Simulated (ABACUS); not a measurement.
Crystal: W.

```
W
1.0
    -1.58234    1.58234    1.58234
     1.58234   -1.58234    1.58234
     1.58234    1.58234   -1.58234
W
1
Direct
  0.00000 0.00000 0.00000
```

Base run:

```yaml
Program: ABACUS 3.10.1
Functional: revTPSS
Potentials_or_basis: SG15 ONCV 1.2 PBE
Cutoff: 1170 eV
Density_cutoff: 4680 eV
Basis: plane waves
k_mesh: 8 × 8 × 8
Occupations: fermi-dirac, width 0.05 eV
Spin: no spin polarisation
```

Its results: band gap on the k mesh none (metal or under the smearing width); pressure -3.9 GPa.

Problem. After a change of settings the same cell gave: band gap on the k mesh none (metal or under the smearing width); pressure -7.1 GPa. Which change was it?
A. functional from revTPSS to TM
B. functional from revTPSS to M06-L; radial cutoff of the potentials (pseudo_rcut) from 10 bohr to 7 bohr
C. functional from revTPSS to SCAN

Solution. A.

Caveats: the potentials were made for another functional, which shifts forces and pressure.
